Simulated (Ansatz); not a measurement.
# Rhodium, fcc under BLYP: from relaxation to bulk modulus

The plan for rhodium in the fcc structure: relax it, solve it on a dense k-mesh, switch on spin-orbit coupling, then scale the cell to 7 volumes from 88 to 112 % of the relaxed one and try a fit of the equation of state. The k-meshes are 14×14×14 for the relaxation; 23×23×23 for the dense run; 14×14×14 for spin-orbit coupling; 23×23×23 for the volumes. The starting cell is the deposited one, from the Crystallography Open Database.

Method: DFT BLYP, plane waves (420 eV) with PAW, scalar-relativistic; PAW files made under PBE, frozen cores solved again for the functional, in Ansatz 0.2.0.

### 1 The structure to begin with

The structure is cubic, space group Fm-3m (No. 225). Conventional cell: a = 3.803 Å, b = 3.803 Å, c = 3.803 Å, α = 90.00°, β = 90.00°, γ = 90.00°. Rh (site symmetry m-3m) is surrounded by 12 Rh at 2.69 Å.

As a file:

```cif
data_structure
_symmetry_space_group_name_H-M 'Fm-3m'
_symmetry_Int_Tables_number 225
_cell_length_a 3.8031
_cell_length_b 3.8031
_cell_length_c 3.8031
_cell_angle_alpha 90.000
_cell_angle_beta 90.000
_cell_angle_gamma 90.000
_cell_volume 55.01
loop_
_atom_site_label
_atom_site_type_symbol
_atom_site_symmetry_multiplicity
_atom_site_Wyckoff_symbol
_atom_site_fract_x
_atom_site_fract_y
_atom_site_fract_z
_atom_site_occupancy
Rh1 Rh 4 a 0.00000 0.00000 0.00000 1
```

### 2 Relaxing cell and atoms

Contents of input.yaml:

```yaml
crystal:
  lattice:
    - [0.0, 1.90155, 1.90155]
    - [1.90155, 0.0, 1.90155]
    - [1.90155, 1.90155, 0.0]
  atoms:
    - { symbol: Rh, position: [0.0, 0.0, 0.0] }
hamiltonian:
  xc: blyp
  pseudopotentials:
    kind: paw
    azcp:
      Rh: "pseudopotentials/Rh.paw.azcp"
basis:
  ecutwfc: 420
  fft_grid_basis: typed
kpoints:
  mp_grid: { grid: [14, 14, 14], shift: [0, 0, 0] }
magnetization:
  spin_polarized: false
scf:
  occupations: { method: fermi_dirac, width: 0.1 }
relax:
  max_steps: 60
  f_tol: 0.01
  cell: {}
```

Output:

```text
Engine: ansatz 0.2.0, x86_64-unknown-linux-gnu
Pseudopotentials: kind: paw
Pseudopotential: Rh, paw, valence charge 17, recommended cutoff 420 eV (normal), <dir>
Functional definition: BLYP
  parameter beta = 0.0042
  parameter a = 0.04918
  parameter b = 0.132
  parameter c = 0.2533
  parameter d = 0.349
  exchange = b88_x(beta = beta)
  correlation = lyp_c(a = a, b = b, c = c, d = d)
Crystal: 1 atoms, lattice volume = 13.752 Å³
Basis set: ecut = 420 eV, 283 PW (Γ), exchange–correlation on 36×36×36 points (8 copies of the dense FFT grid, shifted against one another)
Bands: 13, of which v1, the nominal top of the filled ones, is band 9 counted from 1 (8 counted from 0)
Symmetry: 48 space group operations
Space group: Fm-3m (ITA 225), of the structure as read, at distance tolerance 2.4e-5 Å
k-points: 104 of 2744
Non-local potential: Rh, projectors of the file, l = 0: 3, l = 1: 2, l = 2: 2, l = 3: 1
PAW form: soft (Blöchl's): semilocal exchange-correlation on the pseudo side does not see the compensation charge
PAW frozen core: Rh, regenerated for the run's functional, and the local potential with it (the file was generated under x = pbe(κ = 0.804, μ = 0.2195149727645171), c = pbe(β = 0.06672455060314922))
PAW one-centre angular grid: Rh, 590 points (default); XC on 64 Gauss nodes
Initial density: superposition of atomic densities (neutral atoms: chi_scale 0, normalization atom), corrected by the library's trained network
Initial wavefunctions: pseudopotential atomic-orbital guess
Functional: x = b88, c = lyp
SCF iter   1: F=—  HF=-6417.083187 eV  |F-HF|=—  |Δ(HF+E_count)|=         —  Δρ=1.81e-2  dr2=4.42e-2  ethr=1.77e-3  ⟨swp⟩=4.9  Hψ=7443  notcnv=0
preconditioner: auto → none  [metal: Δε(μ)=0.050 eV  Ē_g=14.162 eV  σ=0.100 eV  W_gap=0.12  n_scr=0 (ndim 8)  ℏωp=30.0 eV  f_vac=0.000  D(μ)=1.26/eV (n_scr^D=14)]
SCF iter   2: F=—  HF=-6417.073408 eV  |F-HF|=—  |Δ(HF+E_count)|=   9.78e-3  Δρ=7.33e-3  dr2=4.22e-3  ethr=2.60e-4  ⟨swp⟩=2.8  Hψ=3244  notcnv=0
SCF iter   3: F=—  HF=-6417.072254 eV  |F-HF|=—  |Δ(HF+E_count)|=   1.15e-3  Δρ=2.34e-3  dr2=2.99e-4  ethr=2.48e-5  ⟨swp⟩=2.4  Hψ=2012  notcnv=0
SCF iter   4: F=—  HF=-6417.072379 eV  |F-HF|=—  |Δ(HF+E_count)|=   1.25e-4  Δρ=2.29e-4  dr2=2.01e-6  ethr=1.76e-6  ⟨swp⟩=1.9  Hψ=1938  notcnv=0
SCF iter   5: F=—  HF=-6417.072378 eV  |F-HF|=—  |Δ(HF+E_count)|=   6.17e-7  Δρ=8.48e-6  dr2=1.79e-9  ethr=1.18e-8  ⟨swp⟩=2.2  Hψ=1910  notcnv=0
SCF iter   6: F=-6417.072378 eV  HF=-6417.072378 eV  |F-HF|=1.35e-10  |Δ(HF+E_count)|=   3.95e-9  Δρ=1.47e-6  dr2=4.51e-11  ethr=1.05e-11  ⟨swp⟩=1.3  Hψ=4127  notcnv=0
SCF 1 converged in 6 iterations: F = -6417.072378 eV  dr2 = 4.51e-11
relax step   1: F+E_penalty+E_count = -6417.07237791 eV  Δ(F+E_penalty+E_count) = +0.000e0 eV  max|allowed force component| = 0.000e0 eV/Å  Δτ_max = 0.0000 Å  P = +19.942 GPa  Ω = 13.752 Å³  (6 SCF iters, dr2 threshold 1.00e-7 eV, accepted)
Crystal: 1 atoms, lattice volume = 15.630 Å³
Basis set: ecut = 420 eV, 307 PW (Γ), exchange–correlation on 36×36×36 points (8 copies of the dense FFT grid, shifted against one another)
Initial density: handed on by an earlier stage of this run
Initial wavefunctions: those handed on with the density
iter 1 solved again at ethr=1.11e-4 eV; its pass at ethr=3.10e-3 eV (dr2=1.89e-2 eV) is discarded
SCF iter   1: F=—  HF=-6417.113518 eV  |F-HF|=—  |Δ(HF+E_count)|=         —  Δρ=1.14e-2  dr2=1.91e-2  ethr=1.11e-4  ⟨swp⟩=1.0  Hψ=9429  notcnv=0
preconditioner: auto → none  [metal: Δε(μ)=0.037 eV  Ē_g=12.806 eV  σ=0.100 eV  W_gap=0.09  n_scr=8 (ndim 8)  ℏωp=28.2 eV  f_vac=0.000  D(μ)=1.62/eV (n_scr^D=14)]
SCF iter   2: F=—  HF=-6417.109933 eV  |F-HF|=—  |Δ(HF+E_count)|=   3.59e-3  Δρ=6.27e-3  dr2=3.10e-3  ethr=1.11e-4  ⟨swp⟩=2.0  Hψ=2193  notcnv=0
SCF iter   3: F=—  HF=-6417.109221 eV  |F-HF|=—  |Δ(HF+E_count)|=   7.12e-4  Δρ=2.46e-3  dr2=3.30e-4  ethr=1.82e-5  ⟨swp⟩=2.4  Hψ=1983  notcnv=0
SCF iter   4: F=—  HF=-6417.109275 eV  |F-HF|=—  |Δ(HF+E_count)|=   5.41e-5  Δρ=2.23e-4  dr2=2.11e-6  ethr=1.94e-6  ⟨swp⟩=1.5  Hψ=1617  notcnv=0
SCF iter   5: F=—  HF=-6417.109276 eV  |F-HF|=—  |Δ(HF+E_count)|=   1.64e-6  Δρ=1.71e-5  dr2=7.77e-9  ethr=5.88e-10  ⟨swp⟩=3.3  Hψ=5364  notcnv=0
SCF iter   6: F=-6417.109276 eV  HF=-6417.109276 eV  |F-HF|=3.49e-10  |Δ(HF+E_count)|=   7.36e-9  Δρ=2.03e-6  dr2=6.18e-10  ethr=4.57e-11  ⟨swp⟩=2.0  Hψ=4240  notcnv=0
SCF 2 converged in 6 iterations: F = -6417.109276 eV  dr2 = 6.18e-10
relax step   2: F+E_penalty+E_count = -6417.10927649 eV  Δ(F+E_penalty+E_count) = -3.690e-2 eV  max|allowed force component| = 0.000e0 eV/Å  Δτ_max = 0.0000 Å  P = -9.656 GPa  Ω = 15.630 Å³  energy of the carried Pulay correction = -1.120e-3 eV  (6 SCF iters, dr2 threshold 1.00e-7 eV, accepted)
Crystal: 1 atoms, lattice volume = 14.963 Å³
iter 1 solved again at ethr=1.82e-5 eV; its pass at ethr=3.10e-3 eV (dr2=3.10e-3 eV) is discarded
SCF iter   1: F=—  HF=-6417.134539 eV  |F-HF|=—  |Δ(HF+E_count)|=         —  Δρ=4.14e-3  dr2=2.40e-3  ethr=1.82e-5  ⟨swp⟩=1.0  Hψ=9219  notcnv=0
preconditioner: auto → none  [metal: Δε(μ)=0.031 eV  Ē_g=13.199 eV  σ=0.100 eV  W_gap=0.08  n_scr=8 (ndim 8)  ℏωp=28.8 eV  f_vac=0.000  D(μ)=1.47/eV (n_scr^D=14)]
SCF iter   2: F=—  HF=-6417.134033 eV  |F-HF|=—  |Δ(HF+E_count)|=   5.06e-4  Δρ=2.13e-3  dr2=3.36e-4  ethr=1.41e-5  ⟨swp⟩=2.1  Hψ=1842  notcnv=0
SCF iter   3: F=—  HF=-6417.133949 eV  |F-HF|=—  |Δ(HF+E_count)|=   8.40e-5  Δρ=8.24e-4  dr2=3.33e-5  ethr=1.98e-6  ⟨swp⟩=2.5  Hψ=2001  notcnv=0
SCF iter   4: F=—  HF=-6417.133951 eV  |F-HF|=—  |Δ(HF+E_count)|=   1.88e-6  Δρ=7.06e-5  dr2=1.88e-7  ethr=1.96e-7  ⟨swp⟩=1.5  Hψ=1614  notcnv=0
SCF iter   5: F=-6417.133951 eV  HF=-6417.133951 eV  |F-HF|=1.11e-10  |Δ(HF+E_count)|=   2.25e-7  Δρ=4.48e-6  dr2=6.94e-10  ethr=5.88e-10  ⟨swp⟩=4.0  Hψ=4336  notcnv=0
SCF 3 converged in 5 iterations: F = -6417.133951 eV  dr2 = 6.94e-10
relax step   3: F+E_penalty+E_count = -6417.13395123 eV  Δ(F+E_penalty+E_count) = -2.467e-2 eV  max|allowed force component| = 0.000e0 eV/Å  Δτ_max = 0.0000 Å  P = -1.657 GPa  Ω = 14.963 Å³  energy of the carried Pulay correction = -7.392e-4 eV  (5 SCF iters, dr2 threshold 1.00e-7 eV, accepted)
Crystal: 1 atoms, lattice volume = 14.832 Å³
iter 1 solved again at ethr=4.83e-7 eV; its pass at ethr=3.10e-3 eV (dr2=8.20e-5 eV) is discarded
SCF iter   1: F=—  HF=-6417.134656 eV  |F-HF|=—  |Δ(HF+E_count)|=         —  Δρ=8.03e-4  dr2=8.78e-5  ethr=4.83e-7  ⟨swp⟩=2.0  Hψ=8959  notcnv=0
preconditioner: auto → none  [metal: Δε(μ)=0.033 eV  Ē_g=13.301 eV  σ=0.100 eV  W_gap=0.08  n_scr=8 (ndim 8)  ℏωp=28.9 eV  f_vac=0.000  D(μ)=1.45/eV (n_scr^D=14)]
SCF iter   2: F=—  HF=-6417.134637 eV  |F-HF|=—  |Δ(HF+E_count)|=   1.90e-5  Δρ=4.17e-4  dr2=1.23e-5  ethr=4.83e-7  ⟨swp⟩=2.2  Hψ=1932  notcnv=0
SCF iter   3: F=—  HF=-6417.134634 eV  |F-HF|=—  |Δ(HF+E_count)|=   2.88e-6  Δρ=1.65e-4  dr2=1.33e-6  ethr=7.24e-8  ⟨swp⟩=2.6  Hψ=2092  notcnv=0
SCF iter   4: F=-6417.134635 eV  HF=-6417.134635 eV  |F-HF|=8.12e-9  |Δ(HF+E_count)|=   2.00e-7  Δρ=1.59e-5  dr2=9.22e-9  ethr=5.88e-10  ⟨swp⟩=3.0  Hψ=4948  notcnv=0
SCF 4 converged in 4 iterations: F = -6417.134635 eV  dr2 = 9.22e-9
relax step   4: F+E_penalty+E_count = -6417.13463458 eV  Δ(F+E_penalty+E_count) = -6.833e-4 eV  max|allowed force component| = 0.000e0 eV/Å  Δτ_max = 0.0000 Å  P = +0.191 GPa  Ω = 14.832 Å³  energy of the carried Pulay correction = -6.623e-4 eV  (4 SCF iters, dr2 threshold 1.00e-7 eV, accepted)
Crystal: 1 atoms, lattice volume = 14.845 Å³
iter 1 solved again at ethr=4.57e-9 eV; its pass at ethr=3.10e-3 eV (dr2=7.76e-7 eV) is discarded
SCF iter   1: F=—  HF=-6417.134636 eV  |F-HF|=—  |Δ(HF+E_count)|=         —  Δρ=7.74e-5  dr2=8.83e-7  ethr=4.57e-9  ⟨swp⟩=2.0  Hψ=8715  notcnv=0
preconditioner: auto → none  [metal: Δε(μ)=0.034 eV  Ē_g=13.294 eV  σ=0.100 eV  W_gap=0.08  n_scr=8 (ndim 8)  ℏωp=28.9 eV  f_vac=0.000  D(μ)=1.45/eV (n_scr^D=14)]
SCF iter   2: F=—  HF=-6417.134635 eV  |F-HF|=—  |Δ(HF+E_count)|=   1.20e-6  Δρ=3.84e-5  dr2=1.20e-7  ethr=4.57e-9  ⟨swp⟩=2.3  Hψ=2013  notcnv=0
SCF iter   3: F=-6417.134635 eV  HF=-6417.134635 eV  |F-HF|=1.46e-9  |Δ(HF+E_count)|=   3.43e-8  Δρ=1.30e-5  dr2=8.80e-9  ethr=5.37e-10  ⟨swp⟩=4.0  Hψ=3978  notcnv=0
SCF 5 converged in 3 iterations: F = -6417.134635 eV  dr2 = 8.80e-9
relax step   5: F+E_penalty+E_count = -6417.13463451 eV  Δ(F+E_penalty+E_count) = +6.388e-8 eV  max|allowed force component| = 0.000e0 eV/Å  Δτ_max = 0.0000 Å  P = -0.003 GPa  Ω = 14.845 Å³  energy of the carried Pulay correction = -6.702e-4 eV  (3 SCF iters, dr2 threshold 9.13e-8 eV, accepted)
Basis set: ecut = 420 eV, 283 PW (Γ), exchange–correlation on 40×40×40 points (8 copies of the dense FFT grid, shifted against one another)
Initial wavefunctions: pseudopotential atomic-orbital guess (no wavefunctions were taken with the density)
iter 1 solved again at ethr=3.73e-8 eV; its pass at ethr=3.10e-3 eV (dr2=6.34e-6 eV) is discarded
SCF iter   1: F=—  HF=-6417.134340 eV  |F-HF|=—  |Δ(HF+E_count)|=         —  Δρ=1.05e-3  dr2=3.57e-6  ethr=3.73e-8  ⟨swp⟩=3.0  Hψ=11047  notcnv=0
preconditioner: auto → none  [metal: Δε(μ)=0.034 eV  Ē_g=13.293 eV  σ=0.100 eV  W_gap=0.08  n_scr=8 (ndim 8)  ℏωp=28.9 eV  f_vac=0.000  D(μ)=1.45/eV (n_scr^D=14)]
SCF iter   2: F=—  HF=-6417.135172 eV  |F-HF|=—  |Δ(HF+E_count)|=   8.32e-4  Δρ=5.26e-4  dr2=8.97e-7  ethr=2.10e-8  ⟨swp⟩=1.3  Hψ=1388  notcnv=0
SCF iter   3: F=—  HF=-6417.135449 eV  |F-HF|=—  |Δ(HF+E_count)|=   2.77e-4  Δρ=1.96e-5  dr2=5.19e-8  ethr=5.27e-9  ⟨swp⟩=2.0  Hψ=1747  notcnv=0
SCF iter   4: F=—  HF=-6417.135449 eV  |F-HF|=—  |Δ(HF+E_count)|=   1.41e-8  Δρ=4.74e-6  dr2=1.88e-9  ethr=3.05e-10  ⟨swp⟩=2.6  Hψ=2010  notcnv=0
SCF iter   5: F=—  HF=-6417.135449 eV  |F-HF|=—  |Δ(HF+E_count)|=   1.77e-9  Δρ=9.98e-7  dr2=2.87e-11  ethr=1.11e-11  ⟨swp⟩=2.0  Hψ=1853  notcnv=0
SCF iter   6: F=-6417.135449 eV  HF=-6417.135449 eV  |F-HF|=0.00e0  |Δ(HF+E_count)|=  1.66e-10  Δρ=6.91e-8  dr2=1.75e-13  ethr=1.00e-12  ⟨swp⟩=5.0  Hψ=5127  notcnv=0
SCF 6 converged in 6 iterations: F = -6417.135449 eV  dr2 = 1.75e-13
relax step   6: F+E_penalty+E_count = -6417.13544934 eV  Δ(F+E_penalty+E_count) = -8.148e-4 eV  max|allowed force component| = 0.000e0 eV/Å  Δτ_max = 0.0000 Å  P = +0.053 GPa  Ω = 14.845 Å³  stress off target by 5.32e-2 GPa  SCF on the basis re-selected at this cell (its energy is not comparable with the rows above)  (6 SCF iters)
basis re-selected at this cell: Δ(F+E_penalty+E_count) = -8.148e-4 eV, ΔP = +0.057 GPa vs the last step (what re-selecting the basis moved, of the pressure what is left beyond the Pulay correction that the steps carried, after the strain that the cell walked since its last selection, with what the two solves' SCF thresholds leave and, on support functions, any second-order correction that the steps lacked; it is no measure of the basis error at this ecutwfc). The dense FFT grid was sized anew with the basis: this SCF ran on 20×20×20 points, the steps before it on 18×18×18, so part of this shift can come from that change (see relax.cell in the input reference). This SCF's stress stands 5.32e-2 GPa from its target on what of the cell is left free (relax.cell.stress_tol is 5.00e-2 GPa) and its largest allowed force component is 0.00e0 eV/Å (relax.f_tol is 1.00e-2 eV/Å): not within both, so this SCF does not close the relaxation
Crystal: 1 atoms, lattice volume = 14.849 Å³
iter 1 solved again at ethr=3.64e-10 eV; its pass at ethr=3.10e-3 eV (dr2=6.19e-8 eV) is discarded
SCF iter   1: F=—  HF=-6417.135448 eV  |F-HF|=—  |Δ(HF+E_count)|=         —  Δρ=2.25e-5  dr2=6.92e-8  ethr=3.64e-10  ⟨swp⟩=2.0  Hψ=8744  notcnv=0
preconditioner: auto → none  [metal: Δε(μ)=0.034 eV  Ē_g=13.291 eV  σ=0.100 eV  W_gap=0.08  n_scr=8 (ndim 8)  ℏωp=28.9 eV  f_vac=0.000  D(μ)=1.45/eV (n_scr^D=14)]
SCF iter   2: F=—  HF=-6417.135448 eV  |F-HF|=—  |Δ(HF+E_count)|=   8.59e-8  Δρ=1.17e-5  dr2=9.76e-9  ethr=3.64e-10  ⟨swp⟩=2.3  Hψ=1961  notcnv=0
SCF iter   3: F=-6417.135448 eV  HF=-6417.135448 eV  |F-HF|=1.31e-10  |Δ(HF+E_count)|=   2.26e-9  Δρ=4.62e-6  dr2=1.04e-9  ethr=4.17e-11  ⟨swp⟩=4.0  Hψ=3989  notcnv=0
SCF 7 converged in 3 iterations: F = -6417.135448 eV  dr2 = 1.04e-9
relax step   7: F+E_penalty+E_count = -6417.13544793 eV  Δ(F+E_penalty+E_count) = +1.411e-6 eV  max|allowed force component| = 0.000e0 eV/Å  Δτ_max = 0.0000 Å  P = +0.001 GPa  Ω = 14.849 Å³  energy of the carried Pulay correction = -2.029e-6 eV  (3 SCF iters, dr2 threshold 7.08e-9 eV, accepted)
iter 1 solved again at ethr=1.65e-8 eV; its pass at ethr=3.10e-3 eV (dr2=2.81e-6 eV) is discarded
SCF iter   1: F=—  HF=-6417.135455 eV  |F-HF|=—  |Δ(HF+E_count)|=         —  Δρ=4.79e-6  dr2=1.10e-9  ethr=1.65e-8  ⟨swp⟩=3.1  Hψ=11237  notcnv=0
SCF iter   2: F=—  HF=-6417.135452 eV  |F-HF|=—  |Δ(HF+E_count)|=   2.06e-6  Δρ=2.29e-6  dr2=2.26e-10  ethr=6.50e-12  ⟨swp⟩=2.4  Hψ=2286  notcnv=0
SCF iter   3: F=-6417.135452 eV  HF=-6417.135452 eV  |F-HF|=5.46e-12  |Δ(HF+E_count)|=  1.31e-10  Δρ=2.42e-7  dr2=7.58e-12  ethr=1.00e-12  ⟨swp⟩=3.9  Hψ=6286  notcnv=0
SCF 8 converged in 3 iterations: F = -6417.135452 eV  dr2 = 7.58e-12
relax step   8: F+E_penalty+E_count = -6417.13545249 eV  Δ(F+E_penalty+E_count) = -4.556e-6 eV  max|allowed force component| = 0.000e0 eV/Å  Δτ_max = 0.0000 Å  P = +0.000 GPa  Ω = 14.849 Å³  stress off target by 3.64e-4 GPa  SCF on the basis re-selected at this cell (its energy is not comparable with the rows above)  (3 SCF iters)
basis re-selected at this cell: Δ(F+E_penalty+E_count) = -4.556e-6 eV, ΔP = -0.000 GPa vs the last step (what re-selecting the basis moved, of the pressure what is left beyond the Pulay correction that the steps carried, after the strain that the cell walked since its last selection, with what the two solves' SCF thresholds leave and, on support functions, any second-order correction that the steps lacked; it is no measure of the basis error at this ecutwfc). This SCF's stress stands 3.64e-4 GPa from its target on what of the cell is left free (relax.cell.stress_tol is 5.00e-2 GPa) and its largest allowed force component is 0.00e0 eV/Å (relax.f_tol is 1.00e-2 eV/Å): within both
SCF converged after 3 iterations
Free energy (F): -6417.135452 eV
Harris-Foulkes:  -6417.135452 eV  (|F-HF|=5.46e-12)
Internal energy: -6417.086016 eV  (E = F + TS)
E sigma→0 (E₀):  -6417.110734 eV
Entropy (-TS):   -0.049436 eV (-49.436 meV/atom)
Fermi energy:    20.753906 eV
--- Per-component energies (eV) ---
  E_band       = -107.377022
  E_kinetic    = 572.598218
  E_local      = -1662.042664  (includes V_loc(G=0)·N_el)
  E_nonlocal   = 355.097450
  E_hartree    = 585.228941
  E_xc         = -218.213824
  E_vxc        = -273.152957  (∫ρ·V_xc dr)
  E_paw        = -3604.767159  (= ΣΔE_a)
  E_vpaw       = -270.335676  (= ΣTr[D̂ρ^β])
  E_aug_tail   = 0.000855  (compensation charges beyond the density's cutoff)
  E_ewald      = -2445.075904
  E_core_change = 0.088071  (= ΣΔE_core)
  E_smearing   = -0.049436  (= −TS)
  E_closure    = -0.000000  (closes the sum)
  Σ components = -6417.135452   (vs F -6417.135452, Δ=0.00e0)
--- Forces (eV/Å), atoms counted from 1 ---
  atom   1  Rh    -0.00000000     0.00000000    -0.00000000
  max |Σ_I F_I| component: 2.38e-31 eV/Å
--- Stress (GPa, compression-positive) ---
        0.000364      -0.000000      -0.000000
       -0.000000       0.000364       0.000000
       -0.000000       0.000000       0.000364
  P = ⅓ Tr σ = 0.0004 GPa (0.004 kbar)
--- Relaxed structure (6 steps of the walk, 6 accepted, 2 SCFs on fresh bases) ---
  F+E_penalty+E_count = -6417.13545249 eV   max|allowed force component| = 0.000e0 eV/Å   (the final SCF, on the basis selected at the relaxed cell)
  cell:  # Å, volume = 14.8491 Å³
    - [6.210042257096706e-35, 1.950848665918691, 1.950848665918691]
    - [1.950848665918691, -3.2483054301714605e-34, 1.950848665918691]
    - [1.950848665918691, 1.950848665918691, -7.850057538179768e-34]
  atoms:
    - { symbol: Rh, position: [0.0, 0.0, 0.0] }
```

Run time: 11 s. Hardware: 1 thread of an x86-64 CPU, shared host; peak memory 0.5 GiB.

The steps of the relaxation:

| step | energy change (meV/atom) | largest force (eV/Å) | pressure (GPa) | volume (Å³/atom) |
| --- | --- | --- | --- | --- |
| 1 | 0.00 | 0.0000 | 19.94 | 13.752 |
| 2 | -36.90 | 0.0000 | -9.66 | 15.630 |
| 3 | -61.57 | 0.0000 | -1.66 | 14.963 |
| 4 | -62.26 | 0.0000 | 0.19 | 14.832 |
| 5 | -62.26 | 0.0000 | 0.00 | 14.845 |
| 6 | -63.07 | 0.0000 | 0.05 | 14.845 |
| 7 | -63.07 | 0.0000 | 0.00 | 14.849 |
| 8 | -63.07 | 0.0000 | 0.00 | 14.849 |

Steps that repeat a cell are solved on a basis chosen anew, so their changes of energy are no gain of the relaxation.

The cell of the run, before and after:

|  | before | after | change |
| --- | --- | --- | --- |
| a (Å) | 2.689 | 2.759 | +2.6 % |
| b (Å) | 2.689 | 2.759 | +2.6 % |
| c (Å) | 2.689 | 2.759 | +2.6 % |
| volume (Å³/atom) | 13.752 | 14.849 | +8.0 % |
| shortest distance (Å) | 2.689 | 2.759 | +2.6 % |
| space group (spins left aside) | Fm-3m | Fm-3m | same |

### 3 Dense single point

Contents of input.yaml:

```yaml
crystal:
  lattice:
    - [0.0, 1.9508486659, 1.9508486659]
    - [1.9508486659, 0.0, 1.9508486659]
    - [1.9508486659, 1.9508486659, 0.0]
  atoms:
    - { symbol: Rh, position: [0.0, 0.0, 0.0] }
hamiltonian:
  xc: blyp
  pseudopotentials:
    kind: paw
    azcp:
      Rh: "pseudopotentials/Rh.paw.azcp"
basis:
  ecutwfc: 420
  fft_grid_basis: typed
kpoints:
  mp_grid: { grid: [23, 23, 23], shift: [0, 0, 0] }
magnetization:
  spin_polarized: false
scf:
  occupations: { method: fermi_dirac, width: 0.1 }
```

Output, cut to the lines that bear on the results:

```text
[...]
[... 3 set-up lines as earlier in the session ...]
[...]
Crystal: 1 atoms, lattice volume = 14.849 Å³
Basis set: ecut = 420 eV, 283 PW (Γ), exchange–correlation on 40×40×40 points (8 copies of the dense FFT grid, shifted against one another)
Bands: 13, of which v1, the nominal top of the filled ones, is band 9 counted from 1 (8 counted from 0)
[... 1 set-up line as earlier in the session ...]
Space group: Fm-3m (ITA 225), of the structure as read, at distance tolerance 2.5e-5 Å
k-points: 364 of 12167
[...]
SCF iter   1: F=—  HF=-6417.143649 eV  |F-HF|=—  |Δ(HF+E_count)|=         —  Δρ=1.60e-2  dr2=3.86e-2  ethr=1.77e-3  ⟨swp⟩=4.8  Hψ=26067  notcnv=0
[...]
SCF iter   6: F=-6417.135083 eV  HF=-6417.135083 eV  |F-HF|=4.80e-10  |Δ(HF+E_count)|=   1.16e-8  Δρ=2.50e-6  dr2=8.21e-10  ethr=4.32e-10  ⟨swp⟩=1.0  Hψ=12951  notcnv=0
[...]
SCF converged after 6 iterations
Free energy (F): -6417.135083 eV
[...]
E sigma→0 (E₀):  -6417.109378 eV
Entropy (-TS):   -0.051410 eV (-51.410 meV/atom)
Fermi energy:    20.747351 eV
[...]
```

It took 5.6 s on 1 thread of an x86-64 CPU, shared host; peak memory 0.53 GiB.

[end of part 1 of 2]
